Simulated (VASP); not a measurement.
# TaAs (P6_3/mmc) in VASP: atomic charges with revPBE+D4

Aim: the atomic charges of TaAs with revPBE+D4.

Everything below comes from runs of VASP 6.6.1. Logs are shortened: lines on timing, memory, paths and dates and some standing lists are left out, and cuts for length are marked.

**1. Starting point**

The structure is hexagonal, space group P6_3/mmc (No. 194). Conventional cell: a = 4.377 Å, b = 4.377 Å, c = 5.125 Å, α = 90.00°, β = 90.00°, γ = 120.00°. Around Ta (site symmetry -6m2) lie 5 As at 2.53 to 2.56 Å. Around As (site symmetry -6m2) lie 5 Ta at 2.53 to 2.56 Å.

The cell was built by a generator and needn't be a form met in nature.

**2. Atomic charges, revPBE+D4, non-collinear spin, random start**

File INCAR:

```
SYSTEM = TaAs
PREC = Accurate
ENCUT = 520
EDIFF = 1E-7
ISMEAR = -1
SIGMA = 0.05
LREAL = .FALSE.
LASPH = .TRUE.
NELM = 80
ALGO = Fast
ISIF = 2
LWAVE = .FALSE.
LCHARG = .FALSE.
LNONCOLLINEAR = .TRUE.
MAGMOM = -0.121 0.205 -0.029 0.094 -0.491 0.008 0 0 0 0 0 0
LORBIT = 11
LMAXMIX = 4
GGA = RE
IVDW = 13
```

File KPOINTS:

```
Automatic mesh
0
G
  5 5 4
  0 0 0
```

File POSCAR:

```
TaAs
1.0
    4.3770600000      0.0000000000      0.0000000000
   -2.1885300000      3.7906500000      0.0000000000
    0.0000000000      0.0000000000      5.1254300000
Ta As
2 2
Direct
    0.6666700000      0.3333300000      0.7500000000
    0.3333300000      0.6666700000      0.2500000000
    0.3333300000      0.6666700000      0.7500000000
    0.6666700000      0.3333300000      0.2500000000
```

Potentials or basis: VASP PAW PBE potentials, release 64 (Ta_pv, As).

Started as:

```console
cat potpaw_PBE.64/Ta_pv/POTCAR potpaw_PBE.64/As/POTCAR > POTCAR
mpirun -np 1 vasp_ncl > vasp.out
```

OUTCAR:

```text
SYSTEM = TaAs
   PREC = Accurate
   ENCUT = 520
   EDIFF = 1E-7
   ISMEAR = -1
   LREAL = .FALSE.
   LASPH = .TRUE.
   NELM = 80
   ISIF = 2
   LNONCOLLINEAR = .TRUE.
   LORBIT = 11
   GGA = RE
   IVDW = 13

 ion  position               nearest neighbor table
   1  0.667  0.333  0.750-   3 2.53   3 2.53   3 2.53   4 2.56   4 2.56   2 3.60   2 3.60   2 3.60
                             2 3.60   2 3.60   2 3.60
   2  0.333  0.667  0.250-   4 2.53   4 2.53   4 2.53   3 2.56   3 2.56   1 3.60   1 3.60   1 3.60
                             1 3.60   1 3.60   1 3.60
   3  0.333  0.667  0.750-   1 2.53   1 2.53   1 2.53   2 2.56   2 2.56
   4  0.667  0.333  0.250-   2 2.53   2 2.53   2 2.53   1 2.56   1 2.56

  LATTYP: Found a hexagonal cell.
 ALAT       =     4.3770600000
 C/A-ratio  =     1.1709754950

  Lattice vectors:

 A1 = (   4.3770600000,   0.0000000000,   0.0000000000)
 A2 = (  -2.1885300000,   3.7906500000,   0.0000000000)
 A3 = (   0.0000000000,   0.0000000000,   5.1254300000)

Analysis of symmetry for initial positions (statically):
=====================================================================
 Subroutine PRICEL returns:
 Original cell was already a primitive cell.

 Routine SETGRP: Setting up the symmetry group for a
 hexagonal supercell.

 Subroutine GETGRP returns: Found  8 space group operations
 (whereof  4 operations were pure point group operations)
 out of a pool of 24 trial point group operations.

The static configuration has the point symmetry C_2h.
 The point group associated with its full space group is D_2h.

Analysis of symmetry for dynamics (positions and initial velocities):
=====================================================================
 Subroutine PRICEL returns:
 Original cell was already a primitive cell.

 Routine SETGRP: Setting up the symmetry group for a
 hexagonal supercell.

 Subroutine GETGRP returns: Found  8 space group operations
 (whereof  4 operations were pure point group operations)
 out of a pool of 24 trial point group operations.

The dynamic configuration has the point symmetry C_2h.
 The point group associated with its full space group is D_2h.

Analysis of structural, dynamic, and magnetic symmetry:
=====================================================================
 Subroutine PRICEL returns:
 Original cell was already a primitive cell.

 Routine SETGRP: Setting up the symmetry group for a
 hexagonal supercell.

 Subroutine GETGRP returns: Found  1 space group operations
 (whereof  1 operations were pure point group operations)
 out of a pool of 24 trial point group operations.
[... 153 lines left out ...]
  ext. energy  EPLUGINS =         0.00000000
  ---------------------------------------------------
  free energy    TOTEN  =       -31.05488405 eV

  energy without entropy =      -31.04231973  energy(sigma->0) =      -31.04860189

 E-fermi :   5.4928     XC(G=0): -10.5956

 val. band max:        5.3688836109   @ k =   0.0000   0.0000   0.0000
 cond. band min:       5.5584027434   @ k =  -0.2000  -0.4000  -0.2500
 fundamental gap:      0.1895191325
 Fermi energy:         5.4927806558

 k-point     1 :       0.0000    0.0000    0.0000
  band No.  band energies     occupation
      1     -29.9091      1.00000
      2     -29.9091      1.00000
      3     -29.7826      1.00000
      4     -29.7826      1.00000
      5     -29.7543      1.00000
      6     -29.7543      1.00000
[... 1021 lines left out ...]
     39       7.1273      0.00000
     40       7.1275      0.00000

 [... further k-points ...]

------------------------ aborting loop because EDIFF is reached ----------------------------------------

  DFT-D4 for vdW energy calculation

  Edisp (eV):   -2.16354

  FORCE on cell =-STRESS in cart. coord.  units (eV):
  Direction    XX          YY          ZZ          XY          YZ          ZX
  --------------------------------------------------------------------------------------
  -------------------------------------------------------------------------------------
  Total       0.89585     0.89741     0.50934     0.00143    -0.00000     0.00000
  in kB      16.87784    16.90733     9.59605     0.02696    -0.00000     0.00002
  external pressure =       14.46 kB  Pullay stress =        0.00 kB

 VOLUME and BASIS-vectors are now :
 -----------------------------------------------------------------------------
  energy-cutoff  :      520.00
  volume of cell :       85.04
      direct lattice vectors                 reciprocal lattice vectors
     4.377060000  0.000000000  0.000000000     0.228463855  0.131903499  0.000000000
    -2.188530000  3.790650000  0.000000000     0.000000000  0.263806999  0.000000000
     0.000000000  0.000000000  5.125430000     0.000000000  0.000000000  0.195105581

 POSITION                                       TOTAL-FORCE (eV/Angst)
 -----------------------------------------------------------------------------------
      2.18855      1.26354      3.84407        -0.000699      0.000385      0.000001
     -0.00002      2.52711      1.28136         0.000699     -0.000387      0.000000
     -0.00002      2.52711      3.84407         0.000680     -0.000370      0.000001
      2.18855      1.26354      1.28136        -0.000680      0.000371     -0.000002
 -----------------------------------------------------------------------------------
    total drift:                               -0.000001      0.000001     -0.000001

  FREE ENERGIE OF THE ION-ELECTRON SYSTEM (eV)
  ---------------------------------------------------
  free  energy   TOTEN  =       -33.2184214105 eV

  energy  without entropy=      -33.2058570937  energy(sigma->0) =      -33.21213925

 total charge

# of ion       s       p       d       tot
------------------------------------------
    1        0.292   6.119   2.459   8.870
    2        0.292   6.119   2.459   8.870
    3        1.188   1.700   0.098   2.985
    4        1.188   1.700   0.098   2.985
--------------------------------------------------
tot          2.960  15.638   5.113  23.711

 magnetization (x)

# of ion       s       p       d       tot
------------------------------------------
    1       -0.000  -0.000  -0.000  -0.000
    2        0.000   0.000   0.000   0.000
    3        0.000   0.000  -0.000   0.000
    4       -0.000  -0.000   0.000  -0.000
--------------------------------------------------
tot          0.000   0.000  -0.000  -0.000

 magnetization (y)

# of ion       s       p       d       tot
------------------------------------------
    1        0.000   0.000   0.000   0.000
    2       -0.000  -0.000  -0.000  -0.000
    3       -0.000  -0.000   0.000  -0.000
    4        0.000   0.000  -0.000   0.000
--------------------------------------------------
tot          0.000   0.000  -0.000  -0.000

 magnetization (z)

# of ion       s       p       d       tot
------------------------------------------
    1       -0.000  -0.000  -0.000  -0.000
    2        0.000   0.000   0.000   0.000
    3        0.000   0.000  -0.000   0.000
    4       -0.000  -0.000   0.000  -0.000
--------------------------------------------------
tot          0.000  -0.000  -0.000  -0.000
```

It took 24 min on 1 thread of AMD EPYC 7R13 (Zen 3), shared host; peak memory 0.69 GiB.

Results:

| Property | Result |
| --- | --- |
| Free energy | -33.2184 eV |
| Pressure | 1.4 GPa |
| Band gap on the k mesh | none (metal or under the smearing width) |
| Net moment | 0.00 μB per cell |
| Valence electrons inside the program's atomic spheres | Ta 8.87; As 2.98 |
| Dispersion energy per atom | -0.541 eV |

Stress tensor (GPa, compression positive):
```
1.69 0.00 0.00
0.00 1.69 0.00
0.00 0.00 0.96
```

Moments on the atoms (μB; x, y, z):
```
Ta  0.00 0.00 0.00
Ta  0.00 0.00 0.00
As  0.00 0.00 0.00
As  0.00 0.00 0.00
```

Caveat: the PAW data sets were made with another functional, which shifts forces and pressure a little; pairwise dispersion overbinds metals, which lowers pressure and volume. The run has no spin-orbit coupling, so splittings on Ta are missing.
